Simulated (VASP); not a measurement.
# TiC (P-6m2) in VASP: further runs, part 2 of 2

VASP 6.6.1.

## 5. Relaxation of cell and atoms, optPBE-vdW

File INCAR:

```
SYSTEM = TiC
PREC = Accurate ; ENCUT = 600
EDIFF = 1E-6 ; ISMEAR = -1
SIGMA = 0.05 ; LREAL = .False.
LASPH = .True. ; NELM = 80
ALGO = Normal ; ISIF = 3
LWAVE = .False. ; LCHARG = .False.
GGA = OR ; LUSE_VDW = .True.
AGGAC = 0.0 ; IBRION = 2
NSW = 60 ; EDIFFG = -0.01
```

File KPOINTS:

```
regular mesh
0
Gamma
  10 10 10
  0 0 0
```

File POSCAR:

```
TiC
1.0
    3.0420900000      0.0000000000      0.0000000000
   -1.5210400000      2.6345200000      0.0000000000
    0.0000000000      0.0000000000      2.6979700000
Ti C
1 1
Direct
    0.0000000000      0.0000000000      0.5000000000
    0.3333300000      0.6666700000      0.0000000000
```

On the command line:

```bash
$ cat potpaw_PBE.64/Ti_sv/POTCAR potpaw_PBE.64/C/POTCAR > POTCAR
$ mpirun -np 1 vasp_std > vasp.out
```

Run time: 2.1 min. Hardware: 1 thread of Intel Xeon Platinum 8375C at 2.90GHz (Ice Lake), shared host; peak memory 0.32 GiB.

It converged, with:

| Property | Result |
| --- | --- |
| Free energy | -12.9731 eV |
| Relaxed volume | 10.92 Å³/atom |
| Relaxed cell | a = 3.051 Å, b = 3.051 Å, c = 2.708 Å, α = 90.00°, β = 90.00°, γ = 120.00° |
| Space group after relaxing (to 0.05 Å) | P-6m2 (No. 187) |
| Energy gained by relaxing | 0.7 meV/atom |
| Ionic steps | 3 |
| Pressure after relaxing | 0.0 GPa |
| Band gap on the k mesh | none (metal or under the smearing width) |

Stress tensor (GPa, compression positive):
```
 0.03  0.00  0.00
 0.00  0.02  0.00
 0.00  0.00 -0.15
```

The path:
| step | energy change (eV) | largest force (eV/Å) | pressure (GPa) | volume (Å³) |
| --- | --- | --- | --- | --- |
| 1 | 0.0000 | 0.0001 | 1.98 | 21.62 |
| 2 | 0.0000 | 0.0000 | -2.03 | 22.04 |
| 3 | -0.0014 | 0.0001 | -0.03 | 21.84 |

Final structure:
```
CELL_PARAMETERS angstrom
3.05119 0.00000 0.00000
-1.52559 2.64240 0.00000
0.00000 0.00000 2.70832
ATOMIC_POSITIONS crystal
Ti 0.00000 0.00000 0.50000
C 0.33333 0.66667 0.00000
```

Levels at points of the mesh, in eV from the Fermi level:
```csv
k point,band 6,band 7,band 8,band 9,band 10,band 11
"(0.00, 0.00, 0.00)",-1.56,-1.56,-0.89,2.27,3.24,3.24
"(0.50, 0.00, 0.00)",-4.72,-0.69,-0.31,0.23,2.95,3.38
"(0.50, 0.50, 0.00)",-4.72,-0.69,-0.31,0.23,2.95,3.38
"(0.00, 0.00, 0.50)",-5.43,-0.50,-0.50,1.11,1.11,4.58
"(0.50, 0.00, 0.50)",-3.90,-2.50,-2.18,1.53,3.18,4.23
"(0.50, 0.50, 0.50)",-3.90,-2.50,-2.18,1.53,3.18,4.23
```

Caveat: the PAW data sets were made with another functional, which shifts forces and pressure a little.

## 6. Relaxation of cell and atoms, vdW-DF2

File INCAR:

```
PREC = Accurate ; ENCUT = 600
EDIFF = 1E-6 ; ISMEAR = -1
SIGMA = 0.05 ; LREAL = False
LASPH = True ; NELM = 80
ALGO = Normal ; ISIF = 3
LWAVE = False ; LCHARG = False
GGA = ML ; LUSE_VDW = True
AGGAC = 0.0 ; ZAB_VDW = -1.8867
IBRION = 2 ; NSW = 40
EDIFFG = -0.005
```

File KPOINTS:

```
Automatic mesh
0
Gamma
  10 10 10
```

POSCAR is that of step 5.

Potentials or basis: VASP PAW PBE potentials, release 64 (Ti_sv, C).

On the command line:

```bash
$ cat potpaw_PBE.64/Ti_sv/POTCAR potpaw_PBE.64/C/POTCAR > POTCAR
$ mpirun -np 1 vasp_std > vasp.out
```

OUTCAR:

```text
PREC = Accurate
   ENCUT = 600
   EDIFF = 1E-6
   ISMEAR = -1
   LREAL = False
   LASPH = True
   NELM = 80
   ISIF = 3
   GGA = ML
   IBRION = 2
   NSW = 40
   EDIFFG = -0.005

 ion  position               nearest neighbor table
   1  0.000  0.000  0.500-   2 2.21   2 2.21   2 2.21   2 2.21   2 2.21   2 2.21
   2  0.333  0.667  0.000-   1 2.21   1 2.21   1 2.21   1 2.21   1 2.21   1 2.21

  LATTYP: Found a hexagonal cell.
 ALAT       =     3.0420900000
 C/A-ratio  =     0.8868804013

  Lattice vectors:

 A1 = (   3.0420900000,   0.0000000000,   0.0000000000)
 A2 = (  -1.5210400000,   2.6345200000,   0.0000000000)
 A3 = (   0.0000000000,   0.0000000000,   2.6979700000)

Analysis of symmetry for initial positions (statically):
=====================================================================
 Subroutine PRICEL returns:
 Original cell was already a primitive cell.

 Routine SETGRP: Setting up the symmetry group for a
 hexagonal supercell.

 Subroutine GETGRP returns: Found  4 space group operations
 (whereof  4 operations were pure point group operations)
 out of a pool of 24 trial point group operations.

The static configuration has the point symmetry C_2v.

Analysis of symmetry for dynamics (positions and initial velocities):
=====================================================================
 Subroutine PRICEL returns:
 Original cell was already a primitive cell.

 Routine SETGRP: Setting up the symmetry group for a
 hexagonal supercell.

 Subroutine GETGRP returns: Found  4 space group operations
 (whereof  4 operations were pure point group operations)
 out of a pool of 24 trial point group operations.

The dynamic configuration has the point symmetry C_2v.

 Subroutine INISYM returns: Found  4 space group operations
 (whereof  4 operations are pure point group operations),
 and found     1 'primitive' translations

----------------------------------------------------------------------------------------

                                     Primitive cell

  volume of cell :      21.6227

  direct lattice vectors                    reciprocal lattice vectors
     3.042090000  0.000000000  0.000000000     0.328721372  0.189787269  0.000000000
    -1.521040000  2.634520000  0.000000000     0.000000000  0.379575786  0.000000000
     0.000000000  0.000000000  2.697970000     0.000000000  0.000000000  0.370649044

  length of vectors
     3.042090000  3.042081247  2.697970000     0.379574694  0.379575786  0.370649044

  position of ions in fractional coordinates (direct lattice)
     0.000000000  0.000000000  0.500000000
     0.333330000  0.666670000  0.000000000

  ion indices of the primitive-cell ions
   primitive index   ion index
                 1           1
                 2           2

----------------------------------------------------------------------------------------

 KPOINTS: Automatic mesh

Automatic generation of k-mesh.
 Grid dimensions read from file:
 generate k-points for:   10   10   10
[... 56 lines left out ...]
   ISTART =      0    job   : 0-new  1-cont  2-samecut
   ICHARG =      2    charge: 1-file 2-atom 10-const
   ISPIN  =      1    spin polarized calculation?
   LNONCOLLINEAR =      F non collinear calculations
   LSORBIT =      F    spin-orbit coupling
   LASPH  =      T    aspherical Exc in radial PAW
   ENCUT  =  600.0 eV  44.10 Ry    6.64 a.u.   6.08  6.08  5.39*2*pi/ulx,y,z
   NELM   =     80;   NELMIN=  2; NELMDL= -5     # of ELM steps
   EDIFF  = 0.1E-05   stopping-criterion for ELM
   LREAL  =      F    real-space projection
   EDIFFG = -.5E-02   stopping-criterion for IOM
   NSW    =     40    number of steps for IOM
   IBRION =      2    ionic relax: 0-MD 1-quasi-New 2-CG
   NFREE  =      1    steps in history (QN), initial steepest desc. (CG)
   ISIF   =      3    stress and relaxation
   ISYM   =      2    0-nonsym 1-usesym 2-fastsym
   POTIM  = 0.5000    time-step for ionic-motion
   TEBEG  =    0.0;   TEEND  =   0.0 temperature during run
   PSTRESS=    0.0 pullay stress
   NELECT =      16.0000    total number of electrons
   NUPDOWN=      -1.0000    fix difference up-down
   EMIN   =  10.00;   EMAX   =-10.00  energy-range for DOS
   EFERMI =   0.00;   METHOD = LEGACY
   ISMEAR =    -1;   SIGMA  =   0.05  broadening in eV -4-tet -1-fermi 0-gaus
   EFERMI_NEDOS =   21; number of points for ismear=-14 and -15
   IALGO  =     38    algorithm
   IMIX   =      4    mixing-type and parameters
     AMIX     =   0.40;   BMIX     =  1.00
     AMIX_MAG =   1.60;   BMIX_MAG =  1.00
  volume/ion in A,a.u.               =      10.81        72.96
  Fermi-wavevector in a.u.,A,eV,Ry     =   1.480737  2.798187 29.831891  2.192582
  Thomas-Fermi vector in A             =   2.594734
   LORBIT       =      0    0 simple, 1 ext, 2 COOP (PROOUT), +10 PAW based schemes
   GGA     = ML    functional components
   LHFCALC =     F    Hartree Fock is set to
   AEXX    =    0.0000 exact exchange contribution
   IVDW_NL    =     1    kernel type
   BPARAM     = 6.3000
   IVDW    =     0    specifies the selected vdW correction
   LEPSILON=     F    determine dielectric tensor
   LRPA    =     F    only Hartree local field effects (RPA)
 conjugate gradient relaxation of ions
 non-spin polarized calculation
  energy-cutoff  :      600.00
  volume of cell :       21.62
 maximum number of plane-waves:       734
   NGX = 13   NGY = 13   NGZ = 11

--------------------------------------- Ionic step        1  -------------------------------------------

 number of electron      15.9999999 magnetization

 Free energy of the ion-electron system (eV)
  ---------------------------------------------------
  ext. energy  EPLUGINS =         0.00000000
  ---------------------------------------------------
  free energy    TOTEN  =       -12.22085596 eV

  energy without entropy =      -12.21749355  energy(sigma->0) =      -12.21917475

------------------------ aborting loop because EDIFF is reached ----------------------------------------

  FORCE on cell =-STRESS in cart. coord.  units (eV):
  Direction    XX          YY          ZZ          XY          YZ          ZX
  --------------------------------------------------------------------------------------
  -------------------------------------------------------------------------------------
  Total        1.3912354      1.3911631      1.5595538     -0.0000534      0.0000000      0.0000000
  in kB      103.0861998    103.0808390    115.5580684     -0.0039576      0.0000000      0.0000000
  external PRESSURE =     107.2417024 kB  Pullay stress =       0.0000000 kB
[... 97 lines left out ...]
  energy  without entropy=      -12.2528280540  energy(sigma->0) =      -12.25449344

Total vdW correction in eV:      2.2292895

[... ionic steps 4 to 7 ...]

--------------------------------------- Ionic step        8  -------------------------------------------

 number of electron      16.0000002 magnetization

------------------------ aborting loop because EDIFF is reached ----------------------------------------
[... 71 lines left out ...]
--------------------------------------- Ionic step       10  -------------------------------------------

 number of electron      16.0000002 magnetization

 Free energy of the ion-electron system (eV)
  ---------------------------------------------------
  ext. energy  EPLUGINS =         0.00000000
  ---------------------------------------------------
  free energy    TOTEN  =       -12.25666984 eV

  energy without entropy =      -12.25299348  energy(sigma->0) =      -12.25483166

 E-fermi :   8.0945     XC(G=0): -11.6700

 val. band max:        8.0770027533   @ k =   0.3000   0.1000   0.0000
 cond. band min:       8.1504591503   @ k =  -0.2000   0.4000   0.0000
 fundamental gap:      0.0734563970
 Fermi energy:         8.0945431157

 k-point     1 :       0.0000    0.0000    0.0000
  band No.  band energies     occupation
      1     -48.7817      2.00000
      2     -24.9435      2.00000
      3     -24.9434      2.00000
      4     -24.5089      2.00000
      5      -3.4779      2.00000
      6       6.5535      2.00000
      7       6.5535      2.00000
      8       7.3093      2.00000
      9      10.2780      0.00000
     10      11.0862      0.00000
     11      11.0862      0.00000
     12      13.2735      0.00000
[... 331 lines left out ...]
 k-point    24 :      -0.2000    0.4000    0.0000
  band No.  band energies     occupation
      1     -48.7496      2.00000
      2     -25.1675      2.00000
      3     -25.0306      2.00000
      4     -24.4796      2.00000
      5      -1.9069      2.00000
      6       4.4915      2.00000
      7       6.9064      2.00000
      8       8.1505      0.49265
      9       8.2637      0.06566
     10      10.7088      0.00000
     11      11.2416      0.00000
     12      11.7453      0.00000

 [... further k-points ...]
[... 5 lines left out ...]
  --------------------------------------------------------------------------------------
  -------------------------------------------------------------------------------------
  Total        0.0052756      0.0052808     -0.0041657      0.0000046      0.0000000      0.0000000
  in kB        0.3714751      0.3718438     -0.2933257      0.0003218      0.0000000      0.0000000
  external PRESSURE =       0.1499977 kB  Pullay stress =       0.0000000 kB
[... 21 lines left out ...]
  energy  without entropy=      -12.2529934799  energy(sigma->0) =      -12.25483166

Total vdW correction in eV:      2.2302239

 reached required accuracy - stopping structural energy minimisation
```

Wall time 4.3 min (1 thread of Intel Xeon Platinum 8375C at 2.90GHz (Ice Lake), shared host); peak memory 0.33 GiB.

Results:

| Item | Value |
| --- | --- |
| Free energy | -12.2567 eV |
| Relaxed volume | 11.38 Å³/atom |
| Relaxed cell | a = 3.099 Å, b = 3.099 Å, c = 2.735 Å, α = 90.00°, β = 90.00°, γ = 120.00° |
| Space group after relaxing (to 0.05 Å) | P-6m2 (No. 187) |
| Energy gained by relaxing | 17.9 meV/atom |
| Ionic steps | 10 |
| Pressure after relaxing | 0.0 GPa |
| Band gap on the k mesh | none (metal or under the smearing width) |

The path:
```
step  energy change (eV)  largest force (eV/Å)  pressure (GPa)  volume (Å³)
   1              0.0000                0.0001           10.72        21.62
   2              0.0024                0.0000           -9.19        23.97
   3             -0.0353                0.0001           -0.01        22.73
   4             -0.0353                0.0001            0.08        22.71
   5             -0.0357                0.0000            0.15        22.73
   6             -0.0358                0.0000            0.17        22.74
   7             -0.0358                0.0000            0.12        22.74
   8             -0.0358                0.0000            0.06        22.74
   9             -0.0358                0.0000            0.06        22.74
  10             -0.0358                0.0000            0.01        22.75
```

Final structure:
```
Ti C
1.0
     3.09929    0.00000    0.00000
    -1.54964    2.68405    0.00000
     0.00000    0.00000    2.73526
Ti C
1 1
Direct
  0.00000 0.00000 0.50000
  0.33333 0.66667 0.00000
```

Levels at points of the mesh, in eV from the Fermi level:
```tsv
k point	band 5	band 6	band 7	band 8	band 9	band 10	band 11	band 12
(0.00, 0.00, 0.00)	-11.57	-1.54	-1.54	-0.79	2.18	2.99	2.99	5.18
(0.50, 0.00, 0.00)	-9.45	-4.45	-0.59	-0.28	0.15	2.73	3.09	3.30
(0.50, 0.50, 0.00)	-9.45	-4.45	-0.59	-0.28	0.15	2.73	3.09	3.30
(0.00, 0.00, 0.50)	-8.75	-5.14	-0.54	-0.54	1.01	1.01	4.29	4.41
(0.50, 0.00, 0.50)	-8.62	-3.69	-2.36	-2.10	1.54	2.89	3.89	4.99
(0.50, 0.50, 0.50)	-8.62	-3.69	-2.36	-2.10	1.54	2.89	3.89	4.99
```

Caveat: the PAW data sets were made with another functional, which shifts forces and pressure a little.

## 7. Summary

```tsv
level	gap on the mesh (eV)	pressure (GPa)	relaxed volume (Å³/atom)
optB88-vdW	none	0.0	10.81
BEEF-vdW	none	-0.2	10.84
vdW-DF	none	0.1	11.15
optPBE-vdW	none	0.0	10.92
vdW-DF2	none	0.0	11.38
```

Alike in all rows: task relaxation of cell and atoms; potentials or basis VASP PAW PBE potentials, release 64 (Ti_sv, C); no spin polarisation; cell relaxed; k mesh 10 × 10 × 10; cutoff (eV) 600; smearing fermi-dirac 0.05 eV.

Caveats: the PAW data sets were made with another functional, which shifts forces and pressure a little.

Absolute energies hang on the potentials; compare differences alone.
